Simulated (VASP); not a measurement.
# Er (Fm-3m) in VASP: a series of runs

One crystal, Er, is run at these levels: PBE; tasks: single point.

Everything below comes from runs of VASP 6.6.1. Logs are shortened: lines on timing, memory, paths and dates and some standing lists are left out, and cuts for length are marked.

### 1 Starting point

It takes space group Fm-3m (No. 225, cubic). Conventional cell: a = 4.960 Å, b = 4.960 Å, c = 4.960 Å, α = 90.00°, β = 90.00°, γ = 90.00°. Er (site symmetry m-3m) has 12 Er at 3.51 Å as nearest neighbours.

This isn't the form of Er at room conditions, which is hcp.

### 2 Single point, PBE, collinear spin, ferromagnetic start

INCAR

```
SYSTEM = Er
PREC     = Accurate       ! precision mode
ENCUT    = 450            ! plane-wave cutoff, eV
EDIFF    = 1E-6           ! SCF threshold, eV
ISMEAR   = 0              ! smearing method
SIGMA    = 0.4            ! smearing width, eV
LREAL    = .False.        ! projectors in reciprocal space
LASPH    = .True.         ! aspherical terms in the spheres
NELM     = 100            ! most SCF steps
ALGO     = Normal         ! electronic algorithm
ISIF     = 2              ! what is computed and relaxed
LWAVE    = .False.        ! write WAVECAR
LCHARG   = .False.        ! write CHGCAR
ISPIN    = 2              ! spin polarisation
MAGMOM   = 3              ! initial moments
LORBIT   = 11             ! projections on sites
LMAXMIX  = 6              ! l up to which the mixer works
GGA      = PE             ! functional
ADDGRID  = .False.
```

KPOINTS

```
Automatic mesh
0
Gamma
  6 6 6
  0 0 0
```

POSCAR

```
Er
1.0
    0.0000000000      2.4798434248      2.4798434248
    2.4798434248      0.0000000000      2.4798434248
    2.4798434248      2.4798434248      0.0000000000
Er
1
Direct
    0.0000000000      0.0000000000      0.0000000000
```

Potentials or basis: VASP PAW PBE potentials, release 64 (Er_3), 4f in core.

Started as:

```sh
> cat potpaw_PBE.64/Er_3/POTCAR > POTCAR
> mpirun -np 1 vasp_std > vasp.out
```

OUTCAR:

```text
SYSTEM = Er
   PREC = Accurate
   ENCUT = 450
   EDIFF = 1E-6
   ISMEAR = 0
   LREAL = .False.
   LASPH = .True.
   NELM = 100
   ISIF = 2
   ISPIN = 2
   LORBIT = 11
   GGA = PE

 Found     16 irreducible k-points:

 Following reciprocal coordinates:
            Coordinates               Weight
  0.000000  0.000000  0.000000      1.000000
  0.166667  0.000000  0.000000      8.000000
  0.333333  0.000000  0.000000      8.000000
  0.500000  0.000000  0.000000      4.000000
  0.166667  0.166667  0.000000      6.000000
  0.333333  0.166667  0.000000     24.000000
   k-points           NKPTS =     16   k-points in BZ     NKDIM =     16   number of bands    NBANDS=     10
   number of dos      NEDOS =    301   number of ions     NIONS =      1
   total plane-waves  NPLWV =  13824
   dimension x,y,z NGX =    24 NGY =   24 NGZ =   24
   dimension x,y,z NGXF=    48 NGYF=   48 NGZF=   48
   ions per type =               1
   NGX,Y,Z   is equivalent  to a cutoff of  11.38, 11.38, 11.38 a.u.
   NGXF,Y,Z  is equivalent  to a cutoff of  22.75, 22.75, 22.75 a.u.
 SYSTEM =  Er
   PREC   = accura    normal or accurate (medium, high low for compatibility)
   ISTART =      0    job   : 0-new  1-cont  2-samecut
   ICHARG =      2    charge: 1-file 2-atom 10-const
   ISPIN  =      2    spin polarized calculation?
   LNONCOLLINEAR =      F non collinear calculations
   LSORBIT =      F    spin-orbit coupling
   LASPH  =      T    aspherical Exc in radial PAW
   ENCUT  =  450.0 eV  33.07 Ry    5.75 a.u.   6.07  6.07  6.07*2*pi/ulx,y,z
   NELM   =    100;   NELMIN=  2; NELMDL= -5     # of ELM steps
   EDIFF  = 0.1E-05   stopping-criterion for ELM
   LREAL  =      F    real-space projection
   EDIFFG = 0.1E-04   stopping-criterion for IOM
   NSW    =      0    number of steps for IOM
   IBRION =     -1    ionic relax: 0-MD 1-quasi-New 2-CG
   NFREE  =      0    steps in history (QN), initial steepest desc. (CG)
   ISIF   =      2    stress and relaxation
   ISYM   =      2    0-nonsym 1-usesym 2-fastsym
   POTIM  = 0.5000    time-step for ionic-motion
   TEBEG  =    0.0;   TEEND  =   0.0 temperature during run
   PSTRESS=    0.0 pullay stress
   NELECT =       9.0000    total number of electrons
   NUPDOWN=      -1.0000    fix difference up-down
   EMIN   =  10.00;   EMAX   =-10.00  energy-range for DOS
   EFERMI =   0.00;   METHOD = LEGACY
   ISMEAR =     0;   SIGMA  =   0.40  broadening in eV -4-tet -1-fermi 0-gaus
   EFERMI_NEDOS =   21; number of points for ismear=-14 and -15
   IALGO  =     38    algorithm
   IMIX   =      4    mixing-type and parameters
     AMIX     =   0.40;   BMIX     =  1.00
     AMIX_MAG =   1.60;   BMIX_MAG =  1.00
  volume/ion in A,a.u.               =      30.50       205.83
  Fermi-wavevector in a.u.,A,eV,Ry     =   1.089904  2.059619 16.162222  1.187890
  Thomas-Fermi vector in A             =   2.226117
   LORBIT       =     11    0 simple, 1 ext, 2 COOP (PROOUT), +10 PAW based schemes
   GGA     = PE    functional components
   LHFCALC =     F    Hartree Fock is set to
   AEXX    =    0.0000 exact exchange contribution
   IVDW    =     0    specifies the selected vdW correction
   LEPSILON=     F    determine dielectric tensor
   LRPA    =     F    only Hartree local field effects (RPA)
 spin polarized calculation
 Gauss-broadening in eV      SIGMA  =   0.40
  energy-cutoff  :      450.00
  volume of cell :       30.50
 maximum number of plane-waves:       680
   NGX = 13   NGY = 13   NGZ = 13

 number of electron       8.9999998 magnetization       0.0082970

 number of electron       8.9999998 magnetization      -0.0007055

 Free energy of the ion-electron system (eV)
  ---------------------------------------------------
  ext. energy  EPLUGINS =         0.00000000
  ---------------------------------------------------
  free energy    TOTEN  =        -4.53642501 eV

  energy without entropy =       -4.42891277  energy(sigma->0) =       -4.48266889

 E-fermi :   3.0559     XC(G=0):  -9.8756

 val. band max:        3.0329246749   @ k =   0.5000   0.3333   0.1667
 cond. band min:       3.1308803287   @ k =   0.5000   0.1667   0.0000
 fundamental gap:      0.0979556538
 Fermi energy:         3.0559199943

 spin component 1

 k-point     1 :       0.0000    0.0000    0.0000
  band No.  band energies     occupation
      1     -21.3059      1.00000
      2     -21.3059      1.00000
      3     -21.3059      1.00000
      4      -2.4834      1.00000
      5       5.0917      0.00000
      6       5.0917      0.00000
      7       5.0917      0.00000
      8       7.4378      0.00000
      9       7.4378      0.00000
     10      12.6433      0.00000

 k-point     2 :       0.1667    0.0000    0.0000
  band No.  band energies     occupation
      1     -21.4628      1.00000
      2     -21.3261      1.00000
      3     -21.3261      1.00000
      4      -1.7442      1.00000
      5       4.3676      0.00000
      6       5.3656      0.00000
      7       5.3656      0.00000
      8       7.1773      0.00000
      9       7.1773      0.00000
     10      13.6002      0.00000

 k-point     3 :       0.3333    0.0000    0.0000
  band No.  band energies     occupation
      1     -21.7620      1.00000
      2     -21.3660      1.00000
      3     -21.3660      1.00000
      4      -0.1157      1.00000
      5       3.6073      0.02561
      6       5.1634      0.00000
      7       5.1634      0.00000
      8       8.0641      0.00000
      9       8.0641      0.00000
     10      11.8895      0.00000

 k-point     4 :       0.5000    0.0000    0.0000
  band No.  band energies     occupation
      1     -21.9051      1.00000
      2     -21.3858      1.00000
      3     -21.3858      1.00000
      4       0.6644      1.00000
      5       3.7625      0.00624
      6       4.8869      0.00000
      7       4.8869      0.00000
      8       9.1918      0.00000
      9       9.1918      0.00000
     10      11.3390      0.00000

 k-point     5 :       0.1667    0.1667    0.0000
  band No.  band energies     occupation
      1     -21.4583      1.00000
      2     -21.3605      1.00000
      3     -21.3605      1.00000
      4      -1.4984      1.00000
      5       4.0383      0.00026
      6       5.6851      0.00000
      7       5.6851      0.00000
      8       6.0383      0.00000
      9       7.8117      0.00000
     10      14.8222      0.00000

 k-point     6 :       0.3333    0.1667    0.0000
  band No.  band energies     occupation
      1     -21.6774      1.00000
      2     -21.4099      1.00000
      3     -21.4074      1.00000
      4      -0.0999      1.00000
      5       3.3238      0.17183
      6       4.6988      0.00000
      7       5.9325      0.00000
      8       7.1374      0.00000
      9       8.5137      0.00000
     10      13.5175      0.00000

 [... further k-points ...]

 spin component 2

 k-point     1 :       0.0000    0.0000    0.0000
  band No.  band energies     occupation
      1     -21.3061      1.00000
      2     -21.3061      1.00000
      3     -21.3061      1.00000
      4      -2.4840      1.00000
      5       5.0912      0.00000
      6       5.0912      0.00000
      7       5.0912      0.00000
      8       7.4375      0.00000
      9       7.4375      0.00000
     10      12.6426      0.00000

 k-point     2 :       0.1667    0.0000    0.0000
  band No.  band energies     occupation
      1     -21.4629      1.00000
      2     -21.3262      1.00000
      3     -21.3262      1.00000
      4      -1.7449      1.00000
      5       4.3671      0.00000
      6       5.3651      0.00000
      7       5.3651      0.00000
      8       7.1769      0.00000
      9       7.1769      0.00000
     10      13.5995      0.00000

 k-point     3 :       0.3333    0.0000    0.0000
  band No.  band energies     occupation
      1     -21.7622      1.00000
      2     -21.3662      1.00000
      3     -21.3662      1.00000
      4      -0.1163      1.00000
      5       3.6068      0.02574
      6       5.1630      0.00000
      7       5.1630      0.00000
      8       8.0638      0.00000
      9       8.0638      0.00000
     10      11.8890      0.00000

 k-point     4 :       0.5000    0.0000    0.0000
  band No.  band energies     occupation
      1     -21.9053      1.00000
      2     -21.3860      1.00000
      3     -21.3860      1.00000
      4       0.6638      1.00000
      5       3.7619      0.00628
      6       4.8865      0.00000
      7       4.8865      0.00000
      8       9.1916      0.00000
      9       9.1916      0.00000
     10      11.3385      0.00000

 k-point     5 :       0.1667    0.1667    0.0000
  band No.  band energies     occupation
      1     -21.4585      1.00000
      2     -21.3606      1.00000
      3     -21.3606      1.00000
      4      -1.4990      1.00000
      5       4.0377      0.00026
      6       5.6846      0.00000
      7       5.6846      0.00000
      8       6.0380      0.00000
      9       7.8114      0.00000
     10      14.8290      0.00000

 k-point     6 :       0.3333    0.1667    0.0000
  band No.  band energies     occupation
      1     -21.6776      1.00000
      2     -21.4100      1.00000
      3     -21.4076      1.00000
      4      -0.1005      1.00000
      5       3.3232      0.17235
      6       4.6983      0.00000
      7       5.9320      0.00000
      8       7.1370      0.00000
      9       8.5134      0.00000
     10      13.5170      0.00000

 [... further k-points ...]
[... 5 lines left out ...]
  --------------------------------------------------------------------------------------
  -------------------------------------------------------------------------------------
  Total        0.0714193      0.0714193      0.0714193      0.0000000     -0.0000000      0.0000000
  in kB        3.7516579      3.7516579      3.7516579      0.0000000     -0.0000000      0.0000000
  external PRESSURE =       3.7516579 kB  Pullay stress =       0.0000000 kB

 VOLUME and BASIS-vectors are now :
 -----------------------------------------------------------------------------
  energy-cutoff  :      450.00
  volume of cell :       30.50
      direct lattice vectors                 reciprocal lattice vectors
     0.000000000  2.479843425  2.479843425    -0.201625633  0.201625633  0.201625633
     2.479843425  0.000000000  2.479843425     0.201625633 -0.201625633  0.201625633
     2.479843425  2.479843425  0.000000000     0.201625633  0.201625633 -0.201625633

 POSITION                                       TOTAL-FORCE (eV/Angst)
 -----------------------------------------------------------------------------------
      0.00000      0.00000      0.00000         0.000000      0.000000      0.000000
 -----------------------------------------------------------------------------------
    total drift:                               -0.000000      0.000000      0.000000

  FREE ENERGIE OF THE ION-ELECTRON SYSTEM (eV)
  ---------------------------------------------------
  free  energy   TOTEN  =        -4.5364250080 eV

  energy  without entropy=       -4.4289127730  energy(sigma->0) =       -4.48266889

 total charge

# of ion       s       p       d       tot
------------------------------------------
    1        0.516   6.510   1.097   8.123

 magnetization (x)

# of ion       s       p       d       tot
------------------------------------------
    1       -0.000  -0.000  -0.000  -0.000
```

It took 6.6 s on 1 thread of Intel Xeon 6975P-C (Granite Rapids), shared host; peak memory 0.14 GiB.

The run converged, but some of its settings lie outside the range that counts as converged, so its numbers aren't taken as properties of the crystal.

What came out:

| Property | Result |
| --- | --- |
| Free energy | -4.5364 eV |
| Pressure | 0.4 GPa |
| Band gap on the k mesh | none (metal or under the smearing width) |
| Net moment | 0.00 μB per cell |
| Valence electrons inside the program's atomic spheres | Er 8.12 |

Caveat: the k mesh is coarse (spacing up to 0.37 Å⁻¹), so the values aren't converged; the magnetic or orbital state may not be the lowest; spin-orbit coupling is left out, which moves the levels of the heavy elements; the 4f electrons are frozen in the core as for a trivalent ion, so they carry no moment and show no levels.

### 3 Single point, PBE, collinear spin, ferromagnetic start

INCAR is that of step 2.

KPOINTS is that of step 2.

POSCAR

```
Er
1.0
   -0.0089250000      2.4571370000      2.4791170000
    2.4542050000     -0.0023290000      2.4725200000
    2.4870360000      2.4833720000     -0.0351600000
Er
1
Direct
   -0.0043710000     -0.0077920000     -0.0181410000
```

Potentials or basis: VASP PAW PBE potentials, release 64 (Er_3), 4f in core.

Started as:

```sh
> cat potpaw_PBE.64/Er_3/POTCAR > POTCAR
> mpirun -np 1 vasp_std > vasp.out
```

Run time: 18 s. Hardware: 1 thread of Intel Xeon 6975P-C (Granite Rapids), shared host; peak memory 0.18 GiB.

These settings aren't checked as converged: the numbers below hold their error.

What came out:

* Free energy: -4.5346 eV
* Pressure: 0.4 GPa
* Band gap on the k mesh: none (metal or under the smearing width)
* Net moment: 0.00 μB per cell
* Valence electrons inside the program's atomic spheres: Er 8.12

Caveat: the k mesh is coarse (spacing up to 0.37 Å⁻¹), so the values aren't converged; the magnetic or orbital state may not be the lowest; spin-orbit coupling is left out, which moves the levels of the heavy elements; the 4f electrons are frozen in the core as for a trivalent ion, so they carry no moment and show no levels.

### 4 Single point, PBE, collinear spin, ferromagnetic start

Edit INCAR of step 3 so:

```diff
@@ -5,3 +5,3 @@
 ISMEAR   = 0              ! smearing method
-SIGMA    = 0.4            ! smearing width, eV
+SIGMA    = 0.1            ! smearing width, eV
 LREAL    = .False.        ! projectors in reciprocal space
```

KPOINTS is that of step 3.

POSCAR

```
Er
1.0
    0.0000000000      2.4798434248      2.4798434248
    2.4798434248      0.0000000000      2.4798434248
    2.4798434248      2.4798434248      0.0000000000
Er
1
Direct
    0.0000000000      0.0000000000      0.0000000000
```

Started as:

```sh
> cat potpaw_PBE.64/Er_3/POTCAR > POTCAR
> mpirun -np 1 vasp_std > vasp.out
```

Run time: 6.3 s. Hardware: 1 thread of Intel Xeon 6975P-C (Granite Rapids), shared host; peak memory 0.15 GiB.

The run converged, but some of its settings lie outside the range that counts as converged, so its numbers aren't taken as properties of the crystal.

Results:

```yaml
Free_energy: -4.4842 eV
Pressure: -0.1 GPa
Band_gap_on_the_k_mesh: none (metal or under the smearing width)
Net_moment: 0.00 μB per cell
Valence_electrons_inside_the_program's_atomic_spheres: Er 8.12
```

Caveat: the k mesh is coarse (spacing up to 0.37 Å⁻¹), so the values aren't converged; the magnetic or orbital state may not be the lowest; spin-orbit coupling is left out, which moves the levels of the heavy elements; the 4f electrons are frozen in the core as for a trivalent ion, so they carry no moment and show no levels.

### 5 The reference run

An earlier run on the cell as given: functional PBE; potentials or basis VASP PAW PBE potentials, release 64 (Er); cutoff 520 eV; k mesh 9 × 9 × 9; occupations fermi-dirac, width 0.05 eV; collinear spin, ferromagnetic start; starting moments [3.0] μB.

* Pressure: 2.8 GPa
* Band gap on the k mesh: none (metal or under the smearing width)
* Net moment: 2.42 μB per cell
* Site moments: Er +2.43 μB
* Valence electrons inside the program's atomic spheres: Er 19.66
